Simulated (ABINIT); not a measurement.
Runs of ABINIT 10.8.3 (patched build) on BeTe. Symmetry: F-43m, No. 216, cubic system. The conventional cell has a = 5.540 Å, b = 5.540 Å, c = 5.540 Å, α = 90.00°, β = 90.00°, γ = 90.00°. Te (site symmetry -43m) has 4 Be at 2.40 Å as nearest neighbours. Be (site symmetry -43m) has 4 Te at 2.40 Å as nearest neighbours. 

| task | level | potentials or basis | spin | k mesh | cutoff (eV) | fine-grid cutoff | dispersion computed by | gap on the mesh (eV) | V0 of scaled cells (Å³/atom) | B0 (GPa) |
| --- | --- | --- | --- | --- | --- | --- | --- | --- | --- | --- |
| equation of state | BP86+D3(BJ) | JTH PAW PBE v2.0 | off | 8 × 8 × 8 | 408 | 816.342 eV | - | - | 20.90 | (b) |
| single point | r2SCAN | JTH PAW PBE v2.0 | off | 10 × 10 × 10 | 490 | 979.61 eV | - | 2.19 | - | - |
| band structure | LDA | JTH PAW LDA v2.0 | SOC, no magnetisation | 8 × 8 × 8 | 408 | 816.342 eV | - | 1.45 | - | - |
| equation of state | AM05 | JTH PAW PBE v2.0 | off | 8 × 8 × 8 | 408 | 816.342 eV | - | - | 22.21 | (a) |

Alike in all rows: cell as given; smearing fermi-dirac 0.05 eV.

Fill in the values left out.

(a) 57; (b) 69.

Caveats: the PAW data sets were made with another functional, which shifts forces and pressure a little (some runs); pressures at fixed basis lie under the slope of the energies (some runs); spin-orbit coupling is left out, which moves the levels of the heavy elements (some runs).

A k mesh can miss the band edges, and rows without SOC leave out spin-orbit coupling on Te.
